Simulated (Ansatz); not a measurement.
This cell of LaAlO3 (R-3c-perovskite type, space group R-3c) is off equilibrium:

```
CELL_PARAMETERS angstrom
      2.70656     1.56263     4.39782
     -2.70656     1.56263     4.39782
      0.00000    -3.12526     4.39782
ATOMIC_POSITIONS crystal
  La 0.24986 0.24986 0.25028
  La 0.74986 0.74986 0.75028
  Al 0.00286 0.00421 0.99293
  Al 0.50421 0.50286 0.49293
  O  0.78870 0.71090 0.25200
  O  0.24900 0.78535 0.71485
  O  0.70755 0.24900 0.79265
  O  0.21090 0.28870 0.75200
  O  0.74900 0.20755 0.29265
  O  0.28535 0.74900 0.21485
```

Computed with PBE (plane waves to 420 eV, PAW, scalar-relativistic; Ansatz, an electronic-structure program). k mesh 8×8×8 (Γ-centred), Fermi-Dirac smearing 0.05 eV. Stress and pressure are positive under compression. LaAlO3 is run without spin polarisation. LaAlO3 was relaxed with its symmetry unable to fall.

Q: Predict the force on every atom, in eV/Å.

A: 
```tsv
atom	Fx	Fy	Fz
La1	0.000	0.107	0.000
La2	0.000	0.107	0.000
Al3	0.058	-0.525	-0.002
Al4	-0.058	-0.525	-0.002
O5	0.003	0.066	-0.065
O6	-0.063	0.176	0.032
O7	0.068	0.177	0.035
O8	-0.003	0.066	-0.065
O9	-0.068	0.177	0.035
O10	0.063	0.176	0.032
```

(For displaced atoms, the force is minus the slope of the energy, and its curvature is a force constant, which sets phonon frequencies.)
